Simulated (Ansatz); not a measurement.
Si2Mo:

```
Mo Si
1.0
     4.58547    0.00000    0.00000
    -2.29274    3.97113    0.00000
     0.00000    0.00000    6.57976
Mo Si
3 6
Direct
  0.50000 0.50000 0.83333
  0.00000 0.50000 0.16667
  0.50000 0.00000 0.50000
  0.16387 0.32775 0.50000
  0.67225 0.83613 0.16667
  0.83613 0.16387 0.83333
  0.83613 0.67225 0.50000
  0.32775 0.16387 0.16667
  0.16387 0.83613 0.83333
```

Measurements of this composition are mostly on another form, of space group No. 139.

```yaml
Program: Ansatz 0.2.0
Task: relaxation of cell and atoms
Functional: revPBE
Potentials_or_basis: Ansatz PAW
Cutoff: "420 eV (not typed: the program's choice for these potentials)"
k_mesh: 7 × 7 × 4
Occupations: fermi-dirac, width 0.05 eV
Spin: no spin polarisation
```

At the start: volume 13.31 Å³/atom.

Where does the relaxation end?

It ends after 5 steps and the volume is 13.66 Å³/atom (+2.6 %); space group P6_222 (No. 180, to 0.05 Å).

Step by step:
| step | energy change (eV) | largest force (eV/Å) | volume (Å³) |
| --- | --- | --- | --- |
| 1 | 0.0000 | 0.0039 | 119.81 |
| 2 | -0.0485 | 0.0447 | 123.72 |
| 3 | -0.0520 | 0.0091 | 122.98 |
| 4 | -0.0521 | 0.0015 | 122.95 |
| 5 | -0.0529 | 0.0015 | 122.95 |

Final structure:
```
Mo Si
1.0
     4.62812    0.00000    0.00000
    -2.31406    4.00807    0.00000
     0.00000    0.00000    6.62813
Mo Si
3 6
Direct
  0.50000 0.50000 0.83333
  0.00000 0.50000 0.16667
  0.50000 0.00000 0.50000
  0.16394 0.32789 0.50000
  0.67211 0.83606 0.16667
  0.83606 0.16394 0.83333
  0.83606 0.67211 0.50000
  0.32789 0.16394 0.16667
  0.16394 0.83606 0.83333
```

Caveat: the plane-wave basis is chosen anew once the cell has moved, so the energies of steps on either side of that aren't comparable; the PAW data sets come from PBE, with cores solved anew for the run's functional, which leaves a small shift of forces and pressure.
